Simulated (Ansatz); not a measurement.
## Ti: generalised stacking fault

Theory: DFT PBEsol, scalar-relativistic, plane waves, PAW in Ansatz 0.2.0. The runs took a 420 eV cutoff, a Γ-centred 22×22×7 mesh and Gaussian smearing (0.15 eV). No spin polarisation. Energies are free energies at this smearing, counted from the undisturbed cell; pressure is positive in compression.

The starting cell (relaxed at this level; this bcc form isn't the usual structure):

```yaml
crystal:
  lattice:
    - [-1.60512, 1.60512, -1.60512]
    - [-1.60512, -1.60512, 1.60512]
    - [0.00000, 6.42046, 6.42046]
  atoms:
    - { symbol: Ti, position: [0.00000, 0.00000, 0.87500] }
    - { symbol: Ti, position: [0.50000, 0.50000, 0.12500] }
    - { symbol: Ti, position: [0.00000, 0.00000, 0.37500] }
    - { symbol: Ti, position: [0.50000, 0.50000, 0.62500] }
```

The cut lies on the cell's a–b face, a (0 1 1) plane (indices in the standard cell, whose axes needn't be the Cartesian ones shown) of area 7.29 Å², between layers 2.27 Å apart. Vector c is tilted by f times 1·a + 0·b (length 2.780 Å) with the atoms' Cartesian places fixed: one unrelaxed fault a cell. The cell is metallic on the mesh throughout.

Question: Over the sampled range (0.0000 to 0.5000), is the undisturbed cell the lowest point?

Answer: No: the energy is lower at f = 0.1000, -4 in γ (mJ/m²).

The scan:

| f | γ (mJ/m²) |
| --- | --- |
| 0.0000 | 0 |
| 0.1000 | -4 |
| 0.2000 | 30 |
| 0.3000 | 125 |
| 0.4000 | 226 |
| 0.5000 | 266 |

Cost: 6 runs of about 16 core-minutes in all, on Arm Neoverse V1 (shared hosts).